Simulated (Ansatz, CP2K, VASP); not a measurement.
# One calculation of SnO2, 3 ways

```xyz
6
Lattice="4.7380 0.0000 0.0000 0.0000 4.7380 0.0000 0.0000 0.0000 3.1865" Properties=species:S:1:pos:R:3 pbc="T T T"
Sn    2.3690    2.3690    1.5933
Sn    0.0000    0.0000    0.0000
O     3.8240    0.9140    1.5933
O     3.2830    3.2830    0.0000
O     0.9140    3.8240    1.5933
O     1.4550    1.4550    0.0000
```

Alike in all runs: task single point; functional PBE; k mesh 6 × 6 × 8; occupations gaussian, width 0.014 eV; no spin polarisation; no spin-orbit coupling. Pressure is positive in compression and, in plane waves, holds the error of the finite cutoff, which Ansatz's Pulay term estimates and takes out.

```json
{"program and potentials": "Ansatz, Ansatz PAW", "plane-wave cutoff (eV)": "420", "notes": "8.67 valence electrons an atom on average; Pulay term of +0.84 GPa included", "band gap (eV)": "1.28", "pressure (GPa)": "11.08", "largest force (eV/Å)": "0.275"}
{"program and potentials": "CP2K, POTENTIAL_UZH Sn GTH-PBE-q4, O GTH-PBE-q6; TZVP-MOLOPT-PBE-GTH basis", "plane-wave cutoff (eV)": "-", "notes": "atomic basis; 5.33 valence electrons an atom on average", "band gap (eV)": "1.09", "pressure (GPa)": "14.24", "largest force (eV/Å)": "0.296"}
{"program and potentials": "VASP, PBE PAW files O, Sn_d, 520 eV", "plane-wave cutoff (eV)": "520", "notes": "8.67 valence electrons an atom on average", "band gap (eV)": "1.27", "pressure (GPa)": "11.81", "largest force (eV/Å)": "0.294"}
```

Force on atom 3 (O), eV/Å:

```
                                                    program and potentials       x      y      z
                                                        Ansatz, Ansatz PAW  -0.195  0.195  0.000
CP2K, POTENTIAL_UZH Sn GTH-PBE-q4, O GTH-PBE-q6; TZVP-MOLOPT-PBE-GTH basis  -0.209  0.209  0.000
                                       VASP, PBE PAW files O, Sn_d, 520 eV  -0.208  0.208  0.000
```

The band gap spans 1.09 (CP2K, POTENTIAL_UZH Sn GTH-PBE-q4, O GTH-PBE-q6; TZVP-MOLOPT-PBE-GTH basis) to 1.28 eV (Ansatz, Ansatz PAW). The pressure spans 11.08 (Ansatz, Ansatz PAW) to 14.24 GPa (CP2K, POTENTIAL_UZH Sn GTH-PBE-q4, O GTH-PBE-q6; TZVP-MOLOPT-PBE-GTH basis). The cell lies far from this level's equilibrium. Rows in atomic bases carry the error of their basis and grid, which can be large.

Differences between rows come from potentials, basis sets and numerical settings, since the functional is the same but for its coding. Runs on potential files found faulty are left out.
